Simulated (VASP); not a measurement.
Si3N4: relaxation of cell and atoms with PBEsol

The system is Si3N4.

```
CELL_PARAMETERS angstrom
7.60440 0.00000 0.00000
-3.80220 6.58560 0.00000
0.00000 0.00000 2.90630
ATOMIC_POSITIONS crystal
Si 0.76848 0.17456 0.25000
Si 0.59392 0.76848 0.75000
Si 0.82544 0.59392 0.25000
Si 0.23152 0.82544 0.75000
Si 0.40608 0.23152 0.25000
Si 0.17456 0.40608 0.75000
N 0.03050 0.33024 0.25000
N 0.70026 0.03050 0.75000
N 0.66976 0.70026 0.25000
N 0.96950 0.66976 0.75000
N 0.29974 0.96950 0.25000
N 0.33024 0.29974 0.75000
N 0.66667 0.33333 0.25000
N 0.33333 0.66667 0.75000
```

| Quantity | Value |
| --- | --- |
| Program | VASP 6.6.1 |
| Task | relaxation of cell and atoms |
| Functional | PBEsol |
| Potentials or basis | VASP PAW PBE potentials, release 64 (Si, N) |
| Cutoff | 600 eV |
| k mesh | 6 × 6 × 9 |
| Occupations | gaussian, width 0.03 eV |
| Spin | no spin polarisation |
| Further INCAR settings | ALGO = Normal; EDIFF = 1e-06; IBRION = 2; EDIFFG = -0.01; NSW = 90; ISIF = 3 |

The relaxed volume is 10.47 Å³/atom, the relaxed cell is a = 7.626 Å, b = 7.626 Å, c = 2.911 Å, α = 90.00°, β = 90.00°, γ = 120.00° and the space group after relaxing (to 0.05 Å) is P6_3/m (No. 176). The energy gained by relaxing is 0.5 meV/atom and the ionic steps are 12. The pressure after relaxing is 0.0 GPa, the largest force after relaxing is 0.004 eV/Å and the band gap on the k mesh is 4.21 eV, indirect (least direct gap 4.38 eV).

Forces in eV/Å, atoms in the order of the input:
```
Si   0.000 -0.001  0.000
Si   0.001  0.000  0.000
Si   0.001  0.001  0.000
Si   0.000  0.001  0.000
Si  -0.001  0.000  0.000
Si  -0.001 -0.001  0.000
N    0.002 -0.003  0.000
N    0.004  0.000  0.000
N    0.002  0.003  0.000
N   -0.002  0.003  0.000
N   -0.004  0.000  0.000
N   -0.002 -0.003  0.000
N    0.000  0.000  0.000
N    0.000  0.000  0.000
```

Step by step:
```
step  energy change (eV)  largest force (eV/Å)  pressure (GPa)  volume (Å³)
   1              0.0000                0.0552            1.91       145.55
   2              0.0056                0.0691           -2.55       148.17
   3             -0.0069                0.0223           -0.03       146.66
   4             -0.0069                0.0223            0.01       146.63
   5             -0.0071                0.0382            0.00       146.64
   6             -0.0071                0.0350            0.00       146.64
   7             -0.0073                0.0155           -0.02       146.65
   8             -0.0073                0.0239           -0.03       146.65
   9             -0.0074                0.0187           -0.01       146.63
  10             -0.0076                0.0226            0.03       146.58
  11             -0.0076                0.0145           -0.02       146.60
  12             -0.0076                0.0038            0.00       146.59
```

Final structure:
```
Si N
1.0
     7.62600    0.00000    0.00000
    -3.81300    6.60431    0.00000
     0.00000    0.00000    2.91056
Si N
6 8
Direct
  0.76752 0.17391 0.25000
  0.59361 0.76752 0.75000
  0.82609 0.59361 0.25000
  0.23248 0.82609 0.75000
  0.40639 0.23248 0.25000
  0.17391 0.40639 0.75000
  0.02955 0.33002 0.25000
  0.69953 0.02955 0.75000
  0.66998 0.69953 0.25000
  0.97045 0.66998 0.75000
  0.30047 0.97045 0.25000
  0.33002 0.30047 0.75000
  0.66667 0.33333 0.25000
  0.33333 0.66667 0.75000
```

Levels at points of the mesh, in eV from the valence-band top:
| k point | band 30 | band 31 | band 32 | band 33 | band 34 | band 35 |
| --- | --- | --- | --- | --- | --- | --- |
| (0.00, 0.00, 0.00) | -0.45 | -0.36 | -0.17 | 4.21 | 4.62 | 4.80 |
| (0.50, 0.00, 0.00) | -0.75 | -0.31 | -0.23 | 4.51 | 4.62 | 4.76 |

It took 5.1 min on 4 MPI ranks on AMD EPYC 9R45 (Zen 5), with other jobs on the host, peak memory 0.41 GiB a rank.

Caveat: the PAW data sets were made with another functional, which shifts forces and pressure a little; an odd mesh through Γ misses points on the zone boundary, where band edges often lie. Zero-point motion and thermal expansion aren't in these numbers.
